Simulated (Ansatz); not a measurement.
Born–Oppenheimer molecular dynamics of a periodic cell of 24 atoms, MoS₂ (start crystal MoS2, start structure P6_3/mmc, volume 1.05 times the crystal's). It starts from an unrelaxed structure (largest force component 0.61 eV/Å).

The calculation used DFT PBE, scalar-relativistic, plane waves, PAW (Ansatz). Settings: accuracy low, PAW set soft_1, cutoff 420 eV, k mesh 2x2x1, fermi-dirac smearing 0.17 eV, no spin polarisation.

* ensemble: NVT, Langevin thermostat
* time step: 2 fs
* steps asked: 180
* set temperature: 2000 K
* friction: 0.02 /fs
* seed: 639745

Frames 4 fs apart, positions in Å, forces in eV/Å.

Velocities at 280 fs (Å/ps):

```
Mo 2.88 0.03 6.54
Mo -0.98 -3.23 0.39
S 7.14 -1.70 2.29
S -18.96 -2.71 5.06
S 1.00 -6.56 2.83
S -0.48 -8.91 5.92
Mo -5.26 -2.36 3.58
Mo -4.04 -7.21 -0.76
S -4.85 -6.58 -9.87
S 7.55 9.76 -4.51
S -4.34 -10.65 7.39
S 13.91 -7.13 -18.95
Mo -9.64 -7.36 9.01
Mo 3.82 1.99 -0.48
S -1.23 7.87 -4.40
S 3.56 12.08 4.98
S 0.69 -17.53 18.57
S 6.61 -7.55 9.18
Mo 3.35 0.60 4.01
Mo -2.42 3.31 4.01
S 7.24 -8.39 3.15
S -0.01 7.45 -2.64
S 2.61 4.46 -6.51
S -10.16 1.59 8.75
```

```xyz
24
Lattice="-3.1915 -5.5278 0.0000 4.7872 -2.7639 0.0000 0.0000 0.0000 12.7354" Properties=species:S:1:pos:R:3:forces:R:3 time_fs=280 energy_less_start_eV=7.218 T=2543
Mo 0.219 -3.826 3.367 0.34 1.17 -0.36
Mo 1.387 -4.588 9.730 0.38 -1.13 -1.88
S -0.155 -3.391 8.028 0.17 -3.76 0.32
S 1.915 -5.014 1.931 -3.18 0.29 -0.90
S -0.244 -3.767 11.236 0.85 0.42 1.83
S 1.586 -4.880 5.093 0.79 0.78 -0.43
Mo 3.240 -3.983 3.419 0.37 0.62 -0.02
Mo -0.247 -1.970 9.731 0.26 3.40 -0.37
S 3.116 -3.726 8.070 -1.20 0.30 1.44
S 0.042 -1.984 1.621 0.41 0.15 1.87
S 3.000 -3.592 11.280 -0.80 -0.96 -0.20
S -0.163 -2.028 5.020 2.89 0.14 -0.17
Mo 1.460 -1.019 3.350 2.32 -0.05 1.08
Mo 3.025 -1.821 9.671 -1.25 -1.47 -1.67
S 1.470 -1.037 8.070 -0.58 0.97 1.36
S 3.142 -2.111 1.974 0.40 0.89 -1.01
S 1.157 -0.841 11.237 1.93 -2.39 1.85
S 3.373 -2.017 4.760 -6.30 -2.62 5.25
Mo 1.666 -6.752 3.627 3.33 4.74 -4.00
Mo -1.807 -4.651 9.869 -0.67 0.96 -5.61
S 1.515 -6.617 8.032 -0.44 1.18 1.96
S -1.563 -4.451 2.041 1.03 -3.46 -2.35
S 1.242 -6.616 11.260 1.45 2.42 1.27
S -1.189 -4.511 5.006 -2.50 -2.60 0.75
24
Lattice="-3.1915 -5.5278 0.0000 4.7872 -2.7639 0.0000 0.0000 0.0000 12.7354" Properties=species:S:1:pos:R:3:forces:R:3 time_fs=284 energy_less_start_eV=6.530 T=2414
Mo 0.230 -3.826 3.392 -0.53 0.70 -0.65
Mo 1.381 -4.596 9.736 0.46 -1.17 -2.00
S -0.124 -3.386 8.036 -0.01 -3.90 0.06
S 1.830 -5.024 1.943 -2.23 0.64 -0.67
S -0.240 -3.789 11.250 0.72 0.59 1.69
S 1.594 -4.915 5.110 0.76 1.15 -0.31
Mo 3.222 -3.981 3.422 0.48 0.23 -0.55
Mo -0.267 -1.984 9.730 0.69 3.67 0.26
S 3.084 -3.760 8.045 -0.98 0.58 1.77
S 0.076 -1.946 1.611 -0.07 -0.13 2.03
S 2.985 -3.638 11.305 -0.63 -0.41 -0.61
S -0.096 -2.049 4.946 2.10 0.34 0.77
Mo 1.428 -1.045 3.390 3.20 0.73 0.34
Mo 3.034 -1.809 9.673 -1.57 -2.15 -1.62
S 1.463 -1.001 8.063 -0.46 0.71 1.68
S 3.154 -2.068 1.988 0.21 0.47 -0.66
S 1.163 -0.916 11.306 1.71 -1.09 0.33
S 3.383 -2.050 4.808 -5.33 -2.08 4.32
Mo 1.686 -6.743 3.637 1.89 4.03 -3.40
Mo -1.816 -4.641 9.879 -0.34 -0.46 -4.75
S 1.543 -6.640 8.044 -0.70 1.31 1.81
S -1.568 -4.421 2.027 1.26 -3.55 -1.88
S 1.256 -6.604 11.242 1.23 2.28 1.63
S -1.225 -4.521 5.041 -1.86 -2.50 0.40
24
Lattice="-3.1915 -5.5278 0.0000 4.7872 -2.7639 0.0000 0.0000 0.0000 12.7354" Properties=species:S:1:pos:R:3:forces:R:3 time_fs=288 energy_less_start_eV=6.010 T=2766
Mo 0.238 -3.824 3.413 -1.60 0.08 -0.77
Mo 1.383 -4.607 9.743 0.40 -1.01 -2.00
S -0.106 -3.380 8.042 -0.09 -4.00 -0.09
S 1.721 -5.022 1.956 -1.04 0.70 -0.62
S -0.236 -3.796 11.268 0.58 0.59 1.40
S 1.607 -4.935 5.123 0.70 1.33 -0.31
Mo 3.198 -3.971 3.410 0.76 -0.35 -0.41
Mo -0.292 -1.990 9.727 1.33 3.73 0.90
S 3.059 -3.802 8.032 -0.91 0.94 1.89
S 0.103 -1.906 1.622 -0.50 -0.42 1.87
S 2.979 -3.686 11.343 -0.55 0.08 -1.02
S -0.015 -2.053 4.878 0.50 0.35 2.00
Mo 1.409 -1.068 3.425 4.36 1.74 -0.58
Mo 3.036 -1.798 9.674 -1.61 -2.65 -1.36
S 1.451 -0.959 8.059 -0.34 0.42 1.93
S 3.159 -2.036 2.006 0.14 0.23 -0.44
S 1.186 -0.997 11.363 1.38 -0.09 -0.80
S 3.370 -2.094 4.877 -3.77 -1.11 2.79
Mo 1.712 -6.735 3.643 0.04 3.03 -2.48
Mo -1.820 -4.629 9.882 0.11 -1.46 -4.17
S 1.556 -6.646 8.055 -0.88 1.38 1.67
S -1.572 -4.410 1.993 1.37 -3.30 -1.17
S 1.287 -6.589 11.225 0.73 2.06 1.88
S -1.269 -4.536 5.086 -1.11 -2.28 -0.08
24
Lattice="-3.1915 -5.5278 0.0000 4.7872 -2.7639 0.0000 0.0000 0.0000 12.7354" Properties=species:S:1:pos:R:3:forces:R:3 time_fs=292 energy_less_start_eV=5.938 T=2720
Mo 0.247 -3.823 3.435 -2.67 -0.41 -0.71
Mo 1.386 -4.626 9.756 0.36 -0.53 -2.01
S -0.098 -3.374 8.056 -0.14 -4.26 -0.33
S 1.615 -5.000 1.971 0.23 0.39 -0.81
S -0.218 -3.798 11.299 0.15 0.43 0.77
S 1.634 -4.941 5.138 0.49 1.41 -0.33
Mo 3.172 -3.954 3.405 1.13 -0.85 -0.22
Mo -0.322 -1.990 9.720 2.10 3.66 1.88
S 3.054 -3.835 8.028 -1.07 1.26 1.82
S 0.114 -1.868 1.642 -0.79 -0.66 1.67
S 2.976 -3.720 11.380 -0.50 0.34 -1.32
S 0.061 -2.050 4.825 -1.50 0.07 3.53
Mo 1.401 -1.080 3.456 5.64 2.87 -1.71
Mo 3.042 -1.798 9.682 -1.58 -2.74 -0.91
S 1.429 -0.927 8.071 -0.17 0.17 2.04
S 3.156 -2.001 2.025 0.18 0.05 -0.29
S 1.209 -1.086 11.424 1.05 0.72 -1.73
S 3.326 -2.143 4.950 -2.23 -0.04 1.32
Mo 1.736 -6.719 3.652 -1.57 2.03 -1.81
Mo -1.825 -4.621 9.873 0.70 -1.91 -3.34
S 1.549 -6.630 8.073 -0.92 1.32 1.45
S -1.577 -4.424 1.960 1.30 -2.79 -0.42
S 1.325 -6.557 11.221 0.20 1.54 1.90
S -1.319 -4.552 5.130 -0.39 -2.06 -0.44
24
Lattice="-3.1915 -5.5278 0.0000 4.7872 -2.7639 0.0000 0.0000 0.0000 12.7354" Properties=species:S:1:pos:R:3:forces:R:3 time_fs=296 energy_less_start_eV=6.247 T=2596
Mo 0.250 -3.822 3.443 -3.40 -0.42 -0.12
Mo 1.388 -4.650 9.774 0.36 0.16 -2.01
S -0.078 -3.380 8.093 -0.26 -4.64 -0.89
S 1.519 -4.957 1.963 1.50 -0.17 -0.92
S -0.194 -3.803 11.329 -0.36 0.30 0.28
S 1.664 -4.942 5.152 0.26 1.43 -0.44
Mo 3.152 -3.946 3.406 1.40 -0.77 -0.11
Mo -0.347 -1.995 9.715 2.87 3.82 3.08
S 3.052 -3.864 8.050 -1.26 1.55 1.48
S 0.118 -1.839 1.666 -0.97 -0.82 1.52
S 2.972 -3.750 11.411 -0.39 0.51 -1.47
S 0.133 -2.041 4.806 -3.31 -0.54 4.66
Mo 1.409 -1.081 3.481 6.59 3.80 -2.74
Mo 3.053 -1.798 9.698 -1.65 -2.64 -0.48
S 1.399 -0.892 8.095 0.03 -0.14 2.04
S 3.154 -1.952 2.020 0.27 -0.38 0.16
S 1.248 -1.161 11.483 0.65 1.20 -2.36
S 3.269 -2.182 5.043 -1.03 0.62 -0.09
Mo 1.755 -6.704 3.658 -2.81 1.46 -1.43
Mo -1.834 -4.615 9.862 1.13 -1.88 -2.45
S 1.533 -6.596 8.100 -0.89 1.11 1.16
S -1.581 -4.442 1.946 1.17 -2.35 -0.03
S 1.351 -6.504 11.233 -0.04 0.64 1.81
S -1.361 -4.575 5.158 0.14 -1.85 -0.65
24
Lattice="-3.1915 -5.5278 0.0000 4.7872 -2.7639 0.0000 0.0000 0.0000 12.7354" Properties=species:S:1:pos:R:3:forces:R:3 time_fs=300 energy_less_start_eV=6.657 T=2480
Mo 0.246 -3.814 3.453 -3.64 -0.32 0.44
Mo 1.393 -4.666 9.788 0.43 0.79 -2.02
S -0.057 -3.407 8.120 -0.43 -4.65 -1.17
S 1.434 -4.917 1.936 2.49 -0.52 -0.83
S -0.166 -3.823 11.351 -0.81 0.36 -0.03
S 1.701 -4.941 5.158 0.01 1.56 -0.47
Mo 3.145 -3.942 3.402 1.45 -0.45 0.04
Mo -0.359 -2.005 9.711 3.36 3.71 3.96
S 3.050 -3.881 8.088 -1.36 1.75 1.00
S 0.132 -1.814 1.672 -1.08 -0.91 1.61
S 2.974 -3.772 11.441 -0.23 0.57 -1.63
S 0.187 -2.025 4.817 -4.53 -1.14 5.18
Mo 1.433 -1.087 3.505 6.92 4.40 -3.52
Mo 3.061 -1.810 9.715 -1.52 -2.28 0.12
S 1.375 -0.857 8.134 0.18 -0.52 1.82
S 3.163 -1.907 2.005 0.32 -0.77 0.61
S 1.279 -1.246 11.537 0.43 1.57 -2.73
S 3.217 -2.205 5.137 -0.27 0.82 -1.22
Mo 1.765 -6.682 3.667 -3.38 0.91 -1.58
Mo -1.827 -4.614 9.845 0.97 -1.52 -1.52
S 1.506 -6.558 8.122 -0.72 0.80 0.96
S -1.573 -4.453 1.940 0.87 -1.98 0.34
S 1.375 -6.438 11.261 -0.09 -0.60 1.40
S -1.412 -4.618 5.175 0.63 -1.56 -0.75
24
Lattice="-3.1915 -5.5278 0.0000 4.7872 -2.7639 0.0000 0.0000 0.0000 12.7354" Properties=species:S:1:pos:R:3:forces:R:3 time_fs=304 energy_less_start_eV=6.913 T=2404
Mo 0.244 -3.801 3.462 -3.74 -0.26 0.92
Mo 1.400 -4.672 9.799 0.37 1.12 -2.01
S -0.041 -3.450 8.146 -0.66 -4.32 -1.24
S 1.369 -4.876 1.904 3.16 -0.72 -0.75
S -0.147 -3.840 11.357 -1.11 0.46 -0.05
S 1.739 -4.940 5.143 -0.23 1.90 -0.15
Mo 3.142 -3.921 3.394 1.55 -0.40 0.31
Mo -0.368 -2.016 9.713 3.88 3.41 4.42
S 3.045 -3.892 8.142 -1.42 1.93 0.29
S 0.142 -1.804 1.700 -1.16 -0.95 1.47
S 2.976 -3.795 11.458 -0.06 0.67 -1.62
S 0.219 -2.008 4.847 -4.72 -1.19 4.80
Mo 1.469 -1.094 3.513 6.47 4.40 -3.27
Mo 3.068 -1.828 9.726 -1.40 -1.88 0.70
S 1.362 -0.831 8.177 0.23 -0.95 1.44
S 3.182 -1.881 1.987 0.36 -0.91 0.89
S 1.320 -1.316 11.581 0.21 1.77 -2.89
S 3.183 -2.227 5.231 0.16 0.97 -2.04
Mo 1.769 -6.655 3.676 -3.55 0.14 -2.06
Mo -1.818 -4.615 9.830 0.65 -1.04 -0.77
S 1.472 -6.529 8.136 -0.45 0.51 0.82
S -1.547 -4.461 1.946 0.42 -1.71 0.58
S 1.391 -6.377 11.291 -0.05 -1.71 1.03
S -1.468 -4.669 5.188 1.09 -1.24 -0.82
24
Lattice="-3.1915 -5.5278 0.0000 4.7872 -2.7639 0.0000 0.0000 0.0000 12.7354" Properties=species:S:1:pos:R:3:forces:R:3 time_fs=308 energy_less_start_eV=6.732 T=2218
Mo 0.237 -3.800 3.469 -3.56 0.29 1.71
Mo 1.404 -4.670 9.803 0.19 1.03 -1.56
S -0.032 -3.515 8.184 -1.03 -3.55 -1.23
S 1.331 -4.839 1.884 3.58 -0.88 -0.79
S -0.140 -3.852 11.367 -1.26 0.54 -0.10
S 1.778 -4.933 5.118 -0.48 2.25 0.39
Mo 3.138 -3.903 3.389 1.77 -0.18 0.62
Mo -0.372 -2.021 9.728 4.20 2.89 4.39
S 3.029 -3.878 8.207 -1.20 1.86 -0.48
S 0.138 -1.800 1.740 -1.07 -0.96 1.30
S 2.973 -3.812 11.463 0.14 0.74 -1.49
S 0.239 -1.985 4.906 -4.10 -1.11 3.38
Mo 1.516 -1.093 3.517 5.23 3.70 -2.34
Mo 3.080 -1.846 9.734 -1.57 -1.52 1.23
S 1.345 -0.819 8.225 0.29 -1.37 0.90
S 3.207 -1.865 1.964 0.34 -0.95 1.15
S 1.363 -1.357 11.606 -0.01 1.84 -2.88
S 3.164 -2.237 5.324 0.37 1.00 -2.69
Mo 1.774 -6.628 3.687 -3.46 -0.74 -2.53
Mo -1.803 -4.617 9.812 0.23 -0.48 0.05
S 1.431 -6.506 8.144 -0.02 0.31 0.67
S -1.510 -4.470 1.968 -0.12 -1.59 0.57
S 1.386 -6.339 11.322 0.22 -2.33 0.62
S -1.511 -4.729 5.202 1.33 -0.80 -0.90
24
Lattice="-3.1915 -5.5278 0.0000 4.7872 -2.7639 0.0000 0.0000 0.0000 12.7354" Properties=species:S:1:pos:R:3:forces:R:3 time_fs=312 energy_less_start_eV=6.352 T=2507
Mo 0.225 -3.799 3.473 -3.21 0.74 2.51
Mo 1.406 -4.670 9.803 -0.02 0.96 -0.87
S -0.036 -3.586 8.227 -1.42 -2.45 -1.26
S 1.319 -4.810 1.880 3.74 -0.97 -0.86
S -0.141 -3.858 11.372 -1.24 0.57 -0.07
S 1.822 -4.917 5.098 -0.81 2.26 0.70
Mo 3.135 -3.886 3.385 2.00 0.05 0.94
Mo -0.373 -2.016 9.754 4.35 2.21 3.99
S 3.013 -3.828 8.277 -0.86 1.36 -1.29
S 0.132 -1.801 1.790 -0.96 -0.99 1.00
S 2.963 -3.814 11.461 0.32 0.70 -1.27
S 0.248 -1.961 4.976 -3.23 -0.95 1.70
Mo 1.566 -1.088 3.515 3.80 2.75 -1.19
Mo 3.084 -1.864 9.739 -1.74 -1.05 1.87
S 1.331 -0.804 8.293 0.27 -1.95 0.01
S 3.238 -1.859 1.943 0.22 -0.92 1.26
S 1.407 -1.391 11.624 -0.28 1.91 -2.76
S 3.142 -2.234 5.394 0.51 0.96 -3.11
Mo 1.763 -6.611 3.689 -3.08 -1.25 -2.57
Mo -1.789 -4.619 9.799 -0.24 0.16 0.86
S 1.372 -6.481 8.149 0.59 0.10 0.45
S -1.483 -4.490 1.995 -0.57 -1.48 0.38
S 1.376 -6.325 11.335 0.45 -2.56 0.45
S -1.550 -4.804 5.200 1.43 -0.15 -0.88
```

Of the whole run (360 fs, mean temperature of the second half 2330 K): The mean temperature of the second half is 17 % above the set value. A run of 0.36 ps of so small a system gives no equilibrium averages. Limits of this set-up: coarse k mesh, low accuracy level.

The run took 28 min on 2 threads of Arm Neoverse V1 (shared host), peak memory 1.1 GiB.
